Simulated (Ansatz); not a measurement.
# InSe: the cost of one run

Method: DFT r²SCAN, scalar-relativistic, plane waves, PAW, in Ansatz 0.2.0.

3 further runs of the same task are left out: 3 set aside as unsound or not needed.

### Step 1. The starting structure

Symmetry: C2/m, No. 12, monoclinic system. The conventional cell has a = 11.808 Å, b = 4.110 Å, c = 4.593 Å, α = 90.00°, β = 110.69°, γ = 90.00°. Around In (site symmetry m) lie 3 Se at 2.67 to 2.69 Å and 1 In at 2.79 Å. Around Se (site symmetry m) lie 3 In at 2.67 to 2.69 Å.

As a file:

```
CELL_PARAMETERS angstrom
5.90375 -2.05507 -0.00935
5.90375 2.05507 -0.00935
-1.61608 0.00000 4.29982
ATOMIC_POSITIONS crystal
In 0.88601 0.88601 0.02728
In 0.11399 0.11399 0.97272
Se 0.65552 0.65552 0.64466
Se 0.34448 0.34448 0.35534
```

Origin of the cell: volume kept, shape and atoms relaxed. An earlier run on this cell at r²SCAN gave 1.40 GPa at 26.068 Å³/atom (10×10×8 mesh), mesh gap 1.18 eV.

### Step 2. Bands on a fine mesh

Input file input.yaml:

```yaml
crystal:
  lattice:
    - [5.9037480911, -2.0550695103, -0.0093517252]
    - [5.9037480911, 2.0550695103, -0.0093517252]
    - [-1.6160767368, 0.0, 4.2998206387]
  atoms:
    - { symbol: In, position: [0.8860068456, 0.8860068456, 0.0272833473] }
    - { symbol: In, position: [0.1139931544, 0.1139931544, 0.9727166527] }
    - { symbol: Se, position: [0.6555246897, 0.6555246897, 0.6446571331] }
    - { symbol: Se, position: [0.3444753103, 0.3444753103, 0.3553428669] }
basis:
  ecutwfc: 500
  ecutrho_ratio: 4
kpoints:
  mp_grid: { grid: [10, 10, 8] }
hamiltonian:
  xc: r2scan
scf:
  occupations: { method: gaussian, width: 0.05 }
output:
  forces: true
  stress: true
  eigenvalues: true
  eigenstates:
    nscf_kmesh: { grid: [12, 12, 10] }
    de_dk: true
    e_range: [-2.5, 3.67997525202]
  write_density: true
  write_potential: true
  elf: true
  volumetric_format: npy
```

Run with:

```bash
$ ansatz run input.yaml --threads 4 --pin off --max-ram 9216MiB --backend cpu --events-out ev --progress --plain --runs-dir out
```

**Question.** How long does this run take on 4 threads of Arm Neoverse V1, shared host, and how much memory does it need?

About 61 s, with a peak of 1.6 GiB.
